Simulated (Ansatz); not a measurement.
# CuO: the cost of one run

Computed with Ansatz 0.2.0 (DFT PBE+U, PAW, plane waves, scalar-relativistic; U − J = 6.1 eV on Cu d, unless a step's input says otherwise).

## (1) The system as given

It takes space group C2/c (No. 15, monoclinic). Conventional cell: a = 4.683 Å, b = 3.429 Å, c = 5.130 Å, α = 90.00°, β = 99.31°, γ = 90.00°. Cu (site symmetry -1) is surrounded by 4 O at 1.94 to 1.97 Å. Around O (site symmetry 2) lie 4 Cu at 1.94 to 1.97 Å.

As a file:

```
CELL_PARAMETERS angstrom
2.34160 -1.71440 0.00000
2.34160 1.71440 0.00000
-0.82974 0.00000 5.06215
ATOMIC_POSITIONS crystal
Cu 0.00000 0.50000 0.00000
Cu 0.50000 0.00000 0.50000
O 0.57190 0.42810 0.25000
O 0.42810 0.57190 0.75000
```

In tables a label like O4 counts atoms in the order of input.yaml; a structure file may count by element.

Planned first: parallel moments, plain SCF; opposed moments +-, plain SCF; no spin polarisation; spin on, no moments given (the program may seed its own), plain SCF. Further starts follow from what these give.

A plain SCF has the search for lower states switched off and ends at the first converged state. Ends within 0.2 meV/atom and 0.1 μB count as one state.

Site moments are integrals over atomic spheres and don't add up to the total.

## (2) Parallel moments, plain SCF

The input, input.yaml:

```yaml
crystal:
  lattice:
    - [2.3416, -1.7144, 0.0]
    - [2.3416, 1.7144, 0.0]
    - [-0.82974, 0.0, 5.06215]
  atoms:
    - { symbol: Cu, position: [0.0, 0.5, 0.0], spin: 1.0 }
    - { symbol: Cu, position: [0.5, 0.0, 0.5], spin: 1.0 }
    - { symbol: O, position: [0.5719, 0.4281, 0.25] }
    - { symbol: O, position: [0.4281, 0.5719, 0.75] }
magnetization:
  spin_polarized: true
hamiltonian:
  xc: pbe
  pseudopotentials: { kind: paw }
  hubbard: { sites: [{ species: Cu, l: d, u_eff: 6.1 }] }
basis:
  ecutwfc: 420
kpoints:
  mp_grid: { grid: [8, 8, 5] }
scf:
  occupations: { method: fermi_dirac, width: 0.1 }
  lower_state_search: "off"
output:
  forces: true
  stress: true
```

**Question.** How long does this run take on 2 threads of an Arm CPU, shared host, and how much memory does it need?

About 17 s, with a peak of 0.51 GiB.
